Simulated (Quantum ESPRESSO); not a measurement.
A run of Quantum ESPRESSO 7.5:

Contents of pw.in:

```
&CONTROL
  calculation = 'scf'
  prefix = 'pwscf'
  outdir = './tmp'
  pseudo_dir = './pseudo'
  tprnfor = .true.
  tstress = .true.
  disk_io = 'low'
/
&SYSTEM
  ibrav = 0
  nat = 6
  ntyp = 2
  ecutwfc = 60
  ecutrho = 440
  nbnd = 33
  occupations = 'smearing'
  smearing = 'fd'
  degauss = 0.00367493
/
&ELECTRONS
  conv_thr = 1.2d-09
  electron_maxstep = 120
  mixing_beta = 0.5
/
ATOMIC_SPECIES
Hf   178.4900 Hf-sp.oncvpsp.upf
O     15.9990 O.pbe-n-kjpaw_psl.0.1.UPF
CELL_PARAMETERS angstrom
   3.5580193300    0.0000000000    0.0000000000
   0.0000000000    3.5580193300    0.0000000000
   0.0000000000    0.0000000000    5.1718612100
ATOMIC_POSITIONS crystal
Hf     0.0000000000    0.0000000000    0.0000000000
Hf     0.5000000000    0.5000000000    0.5000000000
O      0.0000000000    0.5000000000    0.1972078800
O      0.5000000000    0.0000000000    0.3027921200
O      0.5000000000    0.0000000000    0.8027921200
O      0.0000000000    0.5000000000    0.6972078800
K_POINTS automatic
8 8 5 0 0 0
```

pp_density.in

```
&INPUTPP
  prefix = 'pwscf'
  outdir = './tmp'
  filplot = 'density.dat'
  plot_num = 0
/
&PLOT
  nfile = 1
  filepp(1) = 'density.dat'
  iflag = 3
  output_format = 6
  fileout = 'density.cube'
/
```

Contents of pp_potential.in:

```
&INPUTPP
  prefix = 'pwscf'
  outdir = './tmp'
  filplot = 'potential.dat'
  plot_num = 11
/
&PLOT
  nfile = 1
  filepp(1) = 'potential.dat'
  iflag = 3
  output_format = 6
  fileout = 'potential.cube'
/
```

Potentials or basis: SSSP 1.3 efficiency PBE.

The run is started by

```bash
$ OMP_NUM_THREADS=1 pw.x -in pw.in > pw.out
$ OMP_NUM_THREADS=1 pp.x -in pp_density.in > pp_density.out
$ OMP_NUM_THREADS=1 pp.x -in pp_potential.in > pp_potential.out
```

Hardware: 1 thread of Arm Neoverse V1, with other jobs on the host.

How long does it take, and how much memory?

Run time: 2.1 min on 1 thread of Arm Neoverse V1, with other jobs on the host, peak memory 0.25 GiB. Counts: scf iterations 12, bands 33, k points 45, g dense 68853.
